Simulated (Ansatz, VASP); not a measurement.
Two plane-wave programs on PbSe

```
Pb Se
1.0
     0.00000    2.95280    2.95280
     2.95280    0.00000    2.95280
     3.32026    3.32026   -0.36746
Pb Se
1 1
Direct
  0.00000 0.00000 0.00000
  0.50000 0.50000 0.50000
```

Alike in both runs: task single point; functional PBE; k mesh 10 × 10 × 10; occupations gaussian, width 0.05 eV; no spin polarisation.

```csv
,VASP,Ansatz
version,VASP 6.6.1,Ansatz 0.2.0
potentials or method,"VASP PAW PBE potentials, release 64 (Pb_d, Se)","scalar-relativistic, plane waves, PAW"
plane-wave cutoff (eV),520,420
valence electrons in the cell,20,30
```

```tsv
	VASP	Ansatz	Ansatz less VASP
gap on the k mesh at the Fermi level (eV)	none	none	-
pressure (GPa)	-1.2	-1.2	+0.02
largest component of the traceless stress (GPa)	2.35	2.35	-0.001
```

A gap of «none» marks a metal or a gap that the smearing closes. The two sets of potentials don't hold the same shells in valence.

Spin-orbit coupling is left out, which matters for the levels of Pb.
